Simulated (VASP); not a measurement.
# Al (Fm-3m) in VASP: a series of runs

Runs on Al. Level: LDA. Tasks: single point.

Program: VASP 6.6.1. These are calculated values, not measurements. Logs are shortened: lines on timing, memory, paths and dates and some standing lists are left out, and cuts for length are marked.

## Step 1: The undisturbed crystal

It takes space group Fm-3m (No. 225, cubic). Conventional cell: a = 4.050 Å, b = 4.050 Å, c = 4.050 Å, α = 90.00°, β = 90.00°, γ = 90.00°. Al (site symmetry m-3m) is surrounded by 12 Al at 2.86 Å.

## Step 2: Single point, LDA (grid = ENCUT=350 dk=0.9 cell=2x2x2 ISMEAR=1 SIGMA=0.1 LREAL=Auto EDIFF=1e-06)

File INCAR:

```
SYSTEM = Al7Cu
  PREC = Accurate
  ENCUT = 350
  EDIFF = 1E-6
  ISMEAR = 1
  SIGMA = 0.1
  LREAL = Auto
  LASPH = .TRUE.
  NELM = 120
  ALGO = Fast
  ISIF = 2
  LWAVE = .FALSE.
  LCHARG = .FALSE.
  GGA = CA
  NBANDS = 24
```

File KPOINTS:

```
Automatic mesh
0
G
  2 2 2
  0 0 0
```

File POSCAR:

```
Al7Cu
1.0
    0.0000000000      4.0496100000      4.0496100000
    4.0496100000      0.0000000000      4.0496100000
    4.0496100000      4.0496100000      0.0000000000
Cu Al
1 7
Direct
    0.0000000000      0.0000000000      0.0000000000
    0.0000000000      0.0000000000      0.5000000000
    0.0000000000      0.5000000000      0.0000000000
    0.0000000000      0.5000000000      0.5000000000
    0.5000000000      0.0000000000      0.0000000000
    0.5000000000      0.0000000000      0.5000000000
    0.5000000000      0.5000000000      0.0000000000
    0.5000000000      0.5000000000      0.5000000000
```

Potentials or basis: VASP PAW LDA potentials, release 64 (Cu, Al).

Command:

```console
$ cat potpaw_LDA.64/Cu/POTCAR potpaw_LDA.64/Al/POTCAR > POTCAR
$ mpirun -np 1 vasp_std > vasp.out
```

OUTCAR:

```text
SYSTEM = Al7Cu
   PREC = Accurate
   ENCUT = 350
   EDIFF = 1E-6
   ISMEAR = 1
   LREAL = Auto
   LASPH = .TRUE.
   NELM = 120
   ISIF = 2
   GGA = CA

 Found      3 irreducible k-points:

 Following reciprocal coordinates:
            Coordinates               Weight
  0.000000  0.000000  0.000000      1.000000
  0.500000  0.000000  0.000000      4.000000
  0.500000  0.500000  0.000000      3.000000
   k-points           NKPTS =      3   k-points in BZ     NKDIM =      3   number of bands    NBANDS=     24
   number of dos      NEDOS =    301   number of ions     NIONS =      8
   total plane-waves  NPLWV =  46656
   dimension x,y,z NGX =    36 NGY =   36 NGZ =   36
   dimension x,y,z NGXF=    72 NGYF=   72 NGZF=   72
   ions per type =               1   7
   NGX,Y,Z   is equivalent  to a cutoff of  10.45, 10.45, 10.45 a.u.
   NGXF,Y,Z  is equivalent  to a cutoff of  20.90, 20.90, 20.90 a.u.
 SYSTEM =  Al7Cu
   PREC   = accura    normal or accurate (medium, high low for compatibility)
   ISTART =      0    job   : 0-new  1-cont  2-samecut
   ICHARG =      2    charge: 1-file 2-atom 10-const
   ISPIN  =      1    spin polarized calculation?
   LNONCOLLINEAR =      F non collinear calculations
   LSORBIT =      F    spin-orbit coupling
   LASPH  =      T    aspherical Exc in radial PAW
   ENCUT  =  350.0 eV  25.72 Ry    5.07 a.u.   8.74  8.74  8.74*2*pi/ulx,y,z
   NELM   =    120;   NELMIN=  2; NELMDL= -5     # of ELM steps
   EDIFF  = 0.1E-05   stopping-criterion for ELM
   LREAL  =      T    real-space projection
   EDIFFG = 0.1E-04   stopping-criterion for IOM
   NSW    =      0    number of steps for IOM
[... 5 lines left out ...]
   TEBEG  =    0.0;   TEEND  =   0.0 temperature during run
   PSTRESS=    0.0 pullay stress
   NELECT =      32.0000    total number of electrons
   NUPDOWN=      -1.0000    fix difference up-down
   EMIN   =  10.00;   EMAX   =-10.00  energy-range for DOS
   EFERMI =   0.00;   METHOD = LEGACY
   ISMEAR =     1;   SIGMA  =   0.10  broadening in eV -4-tet -1-fermi 0-gaus
   EFERMI_NEDOS =   21; number of points for ismear=-14 and -15
   IALGO  =     68    algorithm
   IMIX   =      4    mixing-type and parameters
     AMIX     =   0.40;   BMIX     =  1.00
     AMIX_MAG =   1.60;   BMIX_MAG =  1.00
  volume/ion in A,a.u.               =      16.60       112.04
  Fermi-wavevector in a.u.,A,eV,Ry     =   1.018673  1.925014 14.118704  1.037695
  Thomas-Fermi vector in A             =   2.152144
   LORBIT       =      0    0 simple, 1 ext, 2 COOP (PROOUT), +10 PAW based schemes
   GGA     = CA    functional components
   LHFCALC =     F    Hartree Fock is set to
   AEXX    =    0.0000 exact exchange contribution
   IVDW    =     0    specifies the selected vdW correction
   LEPSILON=     F    determine dielectric tensor
   LRPA    =     F    only Hartree local field effects (RPA)
 non-spin polarized calculation
 RMM-DIIS sequential band-by-band and
 Methfessel and Paxton  Order N= 1 SIGMA  =   0.10
  energy-cutoff  :      350.00
  volume of cell :      132.82
 maximum number of plane-waves:      1989
 NGX is ok and might be reduce to    36
   NGX = 17   NGY = 17   NGZ = 17

 number of electron      31.9999975 magnetization

 Free energy of the ion-electron system (eV)
  ---------------------------------------------------
  ext. energy  EPLUGINS =         0.00000000
  ---------------------------------------------------
  free energy    TOTEN  =       -31.08772124 eV

  energy without entropy =      -31.05759855  energy(sigma->0) =      -31.07768035

 E-fermi :   7.1415     XC(G=0): -10.4402

 val. band max:        7.1289836870   @ k =   0.5000   0.5000   0.0000
 cond. band min:       7.1429785297   @ k =   0.5000   0.0000   0.0000
 fundamental gap:      0.0139948427
 Fermi energy:         7.1414605970

 k-point     1 :       0.0000    0.0000    0.0000
  band No.  band energies     occupation
      1      -3.3898      2.00000
      2       2.5216      2.00000
      3       2.5216      2.00000
      4       2.5216      2.00000
      5       2.8622      2.00000
      6       3.2461      2.00000
[... 16 lines left out ...]
     23      13.0614      0.00000
     24      13.4896      0.00000

 k-point     2 :       0.5000    0.0000    0.0000
  band No.  band energies     occupation
      1      -1.8518      2.00000
      2      -1.5727      2.00000
      3       2.1801      2.00000
      4       2.1801      2.00000
      5       2.4202      2.00000
      6       2.7794      2.00000
[... 16 lines left out ...]
     23      11.2580      0.00000
     24      11.7001      0.00000

 k-point     3 :       0.5000    0.5000    0.0000
  band No.  band energies     occupation
      1      -1.2617      2.00000
      2      -1.0965      2.00000
      3       0.6848      2.00000
      4       1.0483      2.00000
      5       1.0483      2.00000
      6       1.4619      2.00000
[... 16 lines left out ...]
     23       9.7591      0.00000
     24      10.3993      0.00000

------------------------ aborting loop because EDIFF is reached ----------------------------------------

  FORCE on cell =-STRESS in cart. coord.  units (eV):
  Direction    XX          YY          ZZ          XY          YZ          ZX
  --------------------------------------------------------------------------------------
  -------------------------------------------------------------------------------------
  Total       -6.6978193     -6.6978193     -6.6978193      0.0000000      0.0000000      0.0000000
  in kB      -80.7931264    -80.7931264    -80.7931264      0.0000000      0.0000000      0.0000000
  external PRESSURE =     -80.7931264 kB  Pullay stress =       0.0000000 kB

 VOLUME and BASIS-vectors are now :
 -----------------------------------------------------------------------------
  energy-cutoff  :      350.00
  volume of cell :      132.82
      direct lattice vectors                 reciprocal lattice vectors
     0.000000000  4.049610000  4.049610000    -0.123468680  0.123468680  0.123468680
     4.049610000  0.000000000  4.049610000     0.123468680 -0.123468680  0.123468680
     4.049610000  4.049610000  0.000000000     0.123468680  0.123468680 -0.123468680

 POSITION                                       TOTAL-FORCE (eV/Angst)
 -----------------------------------------------------------------------------------
      0.00000      0.00000      0.00000        -0.000000     -0.000000      0.000000
      2.02481      2.02481      0.00000        -0.000000      0.000000      0.000000
      2.02481      0.00000      2.02481         0.000000      0.000000     -0.000000
      4.04961      2.02481      2.02481        -0.000000     -0.000000      0.000000
      0.00000      2.02481      2.02481         0.000000     -0.000000      0.000000
      2.02481      4.04961      2.02481         0.000000     -0.000000      0.000000
      2.02481      2.02481      4.04961        -0.000000      0.000000      0.000000
      4.04961      4.04961      4.04961        -0.000000     -0.000000      0.000000
 -----------------------------------------------------------------------------------
    total drift:                               -0.000000      0.000000      0.000000

  FREE ENERGIE OF THE ION-ELECTRON SYSTEM (eV)
  ---------------------------------------------------
  free  energy   TOTEN  =       -31.0877212430 eV

  energy  without entropy=      -31.0575985501  energy(sigma->0) =      -31.07768035
```

It took 6.8 s on 1 thread of Intel Xeon 6975P-C (Granite Rapids), shared host; peak memory 0.16 GiB.

These settings aren't checked as converged: the numbers below hold their error.

What came out:

```
Free energy            : -31.0877 eV
Pressure               : -8.1 GPa
Band gap on the k mesh : none (metal or under the smearing width)
```

Caveat: the k mesh is coarse (spacing up to 0.67 Å⁻¹), so the values aren't converged; the cutoff is under 1.25 times the usual one of these potentials, so pressure, stress and relaxed cells hold a basis-set (Pulay) error.

## Step 3: Single point, LDA (grid = ENCUT=350 dk=0.6 cell=2x2x2 ISMEAR=1 SIGMA=0.1 LREAL=Auto EDIFF=1e-06)

INCAR is that of step 2.

File KPOINTS:

```
Automatic mesh
0
G
  3 3 3
  0 0 0
```

POSCAR is that of step 2.

Potentials or basis: VASP PAW LDA potentials, release 64 (Cu, Al).

Command:

```console
$ cat potpaw_LDA.64/Cu/POTCAR potpaw_LDA.64/Al/POTCAR > POTCAR
$ mpirun -np 1 vasp_std > vasp.out
```

Wall time 7.3 s (1 thread of Intel Xeon 6975P-C (Granite Rapids), shared host); peak memory 0.16 GiB.

These settings aren't checked as converged: the numbers below hold their error.

Results:

```
Free energy            : -34.2660 eV
Pressure               : -8.1 GPa
Band gap on the k mesh : none (metal or under the smearing width)
```

Caveat: the k mesh is coarse (spacing up to 0.45 Å⁻¹), so the values aren't converged; the cutoff is under 1.25 times the usual one of these potentials, so pressure, stress and relaxed cells hold a basis-set (Pulay) error.

## Step 4: Single point, LDA (grid = ENCUT=250 dk=0.35 cell=2x2x2 ISMEAR=1 SIGMA=0.1 LREAL=Auto EDIFF=1e-06)

Changes to INCAR since step 3:

```diff
@@ -2,3 +2,3 @@
   PREC = Accurate
-  ENCUT = 350
+  ENCUT = 250
   EDIFF = 1E-6
```

File KPOINTS:

```
Automatic mesh
0
G
  4 4 4
  0 0 0
```

POSCAR is that of step 3.

Potentials or basis: VASP PAW LDA potentials, release 64 (Cu, Al).

Command:

```console
$ cat potpaw_LDA.64/Cu/POTCAR potpaw_LDA.64/Al/POTCAR > POTCAR
$ mpirun -np 1 vasp_std > vasp.out
```

OUTCAR:

```text
SYSTEM = Al7Cu
   PREC = Accurate
   ENCUT = 250
   EDIFF = 1E-6
   ISMEAR = 1
   LREAL = Auto
   LASPH = .TRUE.
   NELM = 120
   ISIF = 2
   GGA = CA

 Found      8 irreducible k-points:

 Following reciprocal coordinates:
            Coordinates               Weight
  0.000000  0.000000  0.000000      1.000000
  0.250000  0.000000  0.000000      8.000000
  0.500000  0.000000  0.000000      4.000000
  0.250000  0.250000  0.000000      6.000000
  0.500000  0.250000  0.000000     24.000000
 -0.250000  0.250000  0.000000     12.000000
   k-points           NKPTS =      8   k-points in BZ     NKDIM =      8   number of bands    NBANDS=     24
   number of dos      NEDOS =    301   number of ions     NIONS =      8
   total plane-waves  NPLWV =  27000
   dimension x,y,z NGX =    30 NGY =   30 NGZ =   30
   dimension x,y,z NGXF=    60 NGYF=   60 NGZF=   60
   ions per type =               1   7
   NGX,Y,Z   is equivalent  to a cutoff of   8.71,  8.71,  8.71 a.u.
   NGXF,Y,Z  is equivalent  to a cutoff of  17.42, 17.42, 17.42 a.u.
 SYSTEM =  Al7Cu
   PREC   = accura    normal or accurate (medium, high low for compatibility)
   ISTART =      0    job   : 0-new  1-cont  2-samecut
   ICHARG =      2    charge: 1-file 2-atom 10-const
   ISPIN  =      1    spin polarized calculation?
   LNONCOLLINEAR =      F non collinear calculations
   LSORBIT =      F    spin-orbit coupling
   LASPH  =      T    aspherical Exc in radial PAW
   ENCUT  =  250.0 eV  18.37 Ry    4.29 a.u.   7.38  7.38  7.38*2*pi/ulx,y,z
   NELM   =    120;   NELMIN=  2; NELMDL= -5     # of ELM steps
   EDIFF  = 0.1E-05   stopping-criterion for ELM
   LREAL  =      T    real-space projection
   EDIFFG = 0.1E-04   stopping-criterion for IOM
   NSW    =      0    number of steps for IOM
[... 5 lines left out ...]
   TEBEG  =    0.0;   TEEND  =   0.0 temperature during run
   PSTRESS=    0.0 pullay stress
   NELECT =      32.0000    total number of electrons
   NUPDOWN=      -1.0000    fix difference up-down
   EMIN   =  10.00;   EMAX   =-10.00  energy-range for DOS
   EFERMI =   0.00;   METHOD = LEGACY
   ISMEAR =     1;   SIGMA  =   0.10  broadening in eV -4-tet -1-fermi 0-gaus
   EFERMI_NEDOS =   21; number of points for ismear=-14 and -15
   IALGO  =     68    algorithm
   IMIX   =      4    mixing-type and parameters
     AMIX     =   0.40;   BMIX     =  1.00
     AMIX_MAG =   1.60;   BMIX_MAG =  1.00
  volume/ion in A,a.u.               =      16.60       112.04
  Fermi-wavevector in a.u.,A,eV,Ry     =   1.018673  1.925014 14.118704  1.037695
  Thomas-Fermi vector in A             =   2.152144
   LORBIT       =      0    0 simple, 1 ext, 2 COOP (PROOUT), +10 PAW based schemes
   GGA     = CA    functional components
   LHFCALC =     F    Hartree Fock is set to
   AEXX    =    0.0000 exact exchange contribution
   IVDW    =     0    specifies the selected vdW correction
   LEPSILON=     F    determine dielectric tensor
   LRPA    =     F    only Hartree local field effects (RPA)
 non-spin polarized calculation
 RMM-DIIS sequential band-by-band and
 Methfessel and Paxton  Order N= 1 SIGMA  =   0.10
  energy-cutoff  :      250.00
  volume of cell :      132.82
 maximum number of plane-waves:      1243
 NGX is ok and might be reduce to    30
   NGX = 15   NGY = 15   NGZ = 15

 number of electron      32.0000050 magnetization

 Free energy of the ion-electron system (eV)
  ---------------------------------------------------
  ext. energy  EPLUGINS =         0.00000000
  ---------------------------------------------------
  free energy    TOTEN  =       -33.38092862 eV

  energy without entropy =      -33.38052579  energy(sigma->0) =      -33.38079435

 E-fermi :   7.1224     XC(G=0): -10.4370

 val. band max:        7.1179847203   @ k =   0.2500   0.2500   0.0000
 cond. band min:       7.1402610458   @ k =   0.5000   0.5000   0.0000
 fundamental gap:      0.0222763255
 Fermi energy:         7.1224259173

 k-point     1 :       0.0000    0.0000    0.0000
  band No.  band energies     occupation
      1      -3.3919      2.00000
      2       2.5878      2.00000
      3       2.5878      2.00000
      4       2.5878      2.00000
      5       2.8576      2.00000
      6       3.2370      2.00000
[... 16 lines left out ...]
     23      13.0386      0.00000
     24      13.5294      0.00000

 k-point     2 :       0.2500    0.0000    0.0000
  band No.  band energies     occupation
      1      -2.9721      2.00000
      2       0.3205      2.00000
      3       2.2909      2.00000
      4       2.2909      2.00000
      5       2.4744      2.00000
      6       3.2422      2.00000
[... 16 lines left out ...]
     23      10.1686      0.00000
     24      13.3975      0.00000

 k-point     3 :       0.5000    0.0000    0.0000
  band No.  band energies     occupation
      1      -1.8583      2.00000
      2      -1.5685      2.00000
      3       2.2042      2.00000
      4       2.2042      2.00000
      5       2.4214      2.00000
      6       2.8563      2.00000
[... 16 lines left out ...]
     23      11.2649      0.00000
     24      11.7093      0.00000

 k-point     4 :       0.2500    0.2500    0.0000
  band No.  band energies     occupation
      1      -2.8324      2.00000
      2       1.2163      2.00000
      3       1.3114      2.00000
      4       1.5315      2.00000
      5       1.5315      2.00000
      6       2.2350      2.00000
[... 16 lines left out ...]
     23      10.8795      0.00000
     24      11.1875      0.00000

 k-point     5 :       0.5000    0.2500    0.0000
  band No.  band energies     occupation
      1      -1.8733      2.00000
      2      -0.7533      2.00000
      3       0.3249      2.00000
      4       1.4132      2.00000
      5       1.5095      2.00000
      6       3.3128      2.00000
[... 16 lines left out ...]
     23      11.1333      0.00000
     24      11.2655      0.00000

 k-point     6 :      -0.2500    0.2500    0.0000
  band No.  band energies     occupation
      1      -2.2808      2.00000
      2      -0.1957      2.00000
      3       0.0624      2.00000
      4       2.0059      2.00000
      5       2.1618      2.00000
      6       3.2643      2.00000
[... 16 lines left out ...]
     23      11.2591      0.00000
     24      11.5498      0.00000

 [... further k-points ...]

------------------------ aborting loop because EDIFF is reached ----------------------------------------

  FORCE on cell =-STRESS in cart. coord.  units (eV):
  Direction    XX          YY          ZZ          XY          YZ          ZX
  --------------------------------------------------------------------------------------
  -------------------------------------------------------------------------------------
  Total       -9.3635513     -9.3635513     -9.3635513      0.0000000      0.0000000     -0.0000000
  in kB     -112.9487889   -112.9487889   -112.9487889      0.0000000      0.0000000     -0.0000000
  external PRESSURE =    -112.9487889 kB  Pullay stress =       0.0000000 kB

 VOLUME and BASIS-vectors are now :
 -----------------------------------------------------------------------------
  energy-cutoff  :      250.00
  volume of cell :      132.82
      direct lattice vectors                 reciprocal lattice vectors
     0.000000000  4.049610000  4.049610000    -0.123468680  0.123468680  0.123468680
     4.049610000  0.000000000  4.049610000     0.123468680 -0.123468680  0.123468680
     4.049610000  4.049610000  0.000000000     0.123468680  0.123468680 -0.123468680

 POSITION                                       TOTAL-FORCE (eV/Angst)
 -----------------------------------------------------------------------------------
      0.00000      0.00000      0.00000         0.000000     -0.000000     -0.000000
      2.02481      2.02481      0.00000         0.000000     -0.000000      0.000000
      2.02481      0.00000      2.02481        -0.000000      0.000000     -0.000000
      4.04961      2.02481      2.02481        -0.000000      0.000000     -0.000000
      0.00000      2.02481      2.02481        -0.000000      0.000000     -0.000000
      2.02481      4.04961      2.02481         0.000000     -0.000000      0.000000
      2.02481      2.02481      4.04961         0.000000     -0.000000     -0.000000
      4.04961      4.04961      4.04961         0.000000     -0.000000     -0.000000
 -----------------------------------------------------------------------------------
    total drift:                                0.000000     -0.000000     -0.000000

  FREE ENERGIE OF THE ION-ELECTRON SYSTEM (eV)
  ---------------------------------------------------
  free  energy   TOTEN  =       -33.3809286225 eV

  energy  without entropy=      -33.3805257914  energy(sigma->0) =      -33.38079435
```

Run time: 15 s. Hardware: 1 thread of Intel Xeon 6975P-C (Granite Rapids), shared host; peak memory 0.14 GiB.

The run converged, but a check on its numbers failed (symmetry, net force, bounds or a known fault of this set-up), so they aren't taken as properties of the crystal.

Caveat: the cutoff lies under the usual one of these potentials, so the numbers hold a large basis-set error.

## Step 5: The reference run

An earlier run on the cell as given: functional PBE; potentials or basis VASP PAW PBE potentials, release 64 (Al); cutoff 520 eV; k mesh 11 × 11 × 11; occupations fermi-dirac, width 0.05 eV; no spin polarisation.

- Pressure: -0.5 GPa
- Band gap on the k mesh: none (metal or under the smearing width)
